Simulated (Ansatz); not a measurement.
Runs of Ansatz 0.2.0 on PtSe2 (Sudovikovite). The structure is trigonal, space group P-3m1 (No. 164). Conventional cell: a = 3.724 Å, b = 3.724 Å, c = 5.062 Å, α = 90.00°, β = 90.00°, γ = 120.00°. Pt (site symmetry -3m) is surrounded by 6 Se at 2.49 Å. Se (site symmetry 3m) has 3 Pt at 2.49 Å as nearest neighbours. 

| task | level | cell | k mesh | cutoff (eV) | points for each segment of the path | mesh quality | gap on the mesh (eV) | pressure (GPa) | relaxed volume (Å³/atom) |
| --- | --- | --- | --- | --- | --- | --- | --- | --- | --- |
| band structure | HSEsol | as given | 5 × 5 × 3 | 420 | 4 | coarse | - | -0.5 | - |
| relaxation of cell and atoms | r2SCAN | relaxed | 8 × 8 × 5 | 500 | - | not flagged | 0.68 | 0.0 | 23.21 |
| relaxation of cell and atoms | HSEsol | relaxed | 4 × 4 × 3 | 420 | - | coarse | (a) | 0.0 | 19.90 |
| relaxation of cell and atoms | m-r2SCAN | relaxed | 8 × 8 × 5 | 500 | - | not flagged | 0.68 | 0.0 | 23.21 |

Alike in all rows: potentials or basis Ansatz PAW; no spin polarisation; smearing fermi-dirac 0.05 eV.

Problem. Estimate the missing entries.

Solution. (a) none.

Caveats: some runs use coarse meshes; the PAW data sets come from PBE, with cores solved anew for the run's functional, which leaves a small shift of forces and pressure; spin-orbit coupling is left out, which moves the levels of the heavy elements (some runs); the plane-wave basis is chosen anew once the cell has moved, so the energies of steps on either side of that aren't comparable (some runs); odd divisions of the mesh miss points on the zone boundary, where band edges often lie, so the gap on the mesh can be too wide (some runs); the volume moved by +15 % from the deposited cell, more than functionals usually miss (some runs); the thresholds are loose for stress (some runs).

A k mesh can miss the band edges, and the runs leave out spin-orbit coupling on Pt, Se.

Runs at the PBE level aren't shown here.
